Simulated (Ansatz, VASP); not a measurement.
**W in VASP and in Ansatz**

```
W
1.0
    -1.58234    1.58234    1.58234
     1.58234   -1.58234    1.58234
     1.58234    1.58234   -1.58234
W
1
Cartesian
  0.0000 0.0000 0.0000
```

Alike in both runs: task single point; functional SVWN5; k mesh 12 × 12 × 12; collinear spin.

|  | VASP | Ansatz |
| --- | --- | --- |
| version | VASP 6.6.1 | Ansatz 0.2.0 |
| potentials or method | VASP PAW PBE potentials, release 64 (W_sv) | PseudoDojo standard (LDA files) |
| plane-wave cutoff (eV) | 520 | 952 |
| occupations | methfessel-paxton of order 1, width 0.025 eV | cold, width 0.025 eV |
| valence electrons in the cell | 14 | 14 |

```tsv
	VASP	Ansatz	Ansatz less VASP
gap on the k mesh at the Fermi level (eV)	none	none	-
pressure (GPa)	-8.4	-10.2	-1.77
net moment per atom (μB)	0.02	0.00	-0.022
```

A gap of «none» marks a metal or a gap that the smearing closes.

Caveats: the PAW data sets were made with another functional, which shifts forces and pressure a little (VASP); the starting moments weren't kept (Ansatz). Spin-orbit coupling is left out, which matters for the levels of W.
